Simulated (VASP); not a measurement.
Here is a VASP 6.6.1 calculation.

INCAR

```
PREC = Accurate
ENCUT = 600
EDIFF = 1E-7
ISMEAR = 0
SIGMA = 0.03
LREAL = False
LASPH = True
NELM = 80
ALGO = Normal
ISIF = 3
LWAVE = False
LCHARG = False
GGA = PE
IBRION = 2
NSW = 90
EDIFFG = -0.005
```

Contents of KPOINTS:

```
regular mesh
0
Gamma
  8 8 8
```

The input POSCAR:

```
Li3HSe                                  
1.0
    3.9409257354     -0.0000000000     -0.0000000000
    0.0000000000      3.9409257354     -0.0000000000
   -0.0000000000      0.0000000000      3.9409257354
  Li              H               Se            
     3     1     1
Direct
     0.0000000000000000    0.5000000000000000    0.5000000000000000
     0.5000000000000000    0.0000000000000000    0.5000000000000000
     0.5000000000000000    0.5000000000000000    0.0000000000000000
     0.5000000000000000    0.5000000000000000    0.5000000000000000
     0.0000000000000000    0.0000000000000000    0.0000000000000000
```

Potentials or basis: VASP PAW PBE potentials, release 64 (Li_sv, H, Se).

The run is started by

```sh
$ cat potpaw_PBE.64/Li_sv/POTCAR potpaw_PBE.64/H/POTCAR potpaw_PBE.64/Se/POTCAR > POTCAR
$ mpirun -np 1 vasp_std > vasp.out
```

What does it give for the band gap on the k mesh?

3.45 eV, indirect (least direct gap 3.97 eV).

Final structure:
```yaml
crystal:
  lattice:
    - [3.94093, 0.00000, 0.00000]
    - [0.00000, 3.94093, 0.00000]
    - [0.00000, 0.00000, 3.94093]
  atoms:
    - { symbol: Li, position: [0.00000, 0.50000, 0.50000] }
    - { symbol: Li, position: [0.50000, 0.00000, 0.50000] }
    - { symbol: Li, position: [0.50000, 0.50000, 0.00000] }
    - { symbol: H, position: [0.50000, 0.50000, 0.50000] }
    - { symbol: Se, position: [0.00000, 0.00000, 0.00000] }
```

Caveat: the relaxation stopped at its first step, so nothing moved. A k mesh can miss the band edges.
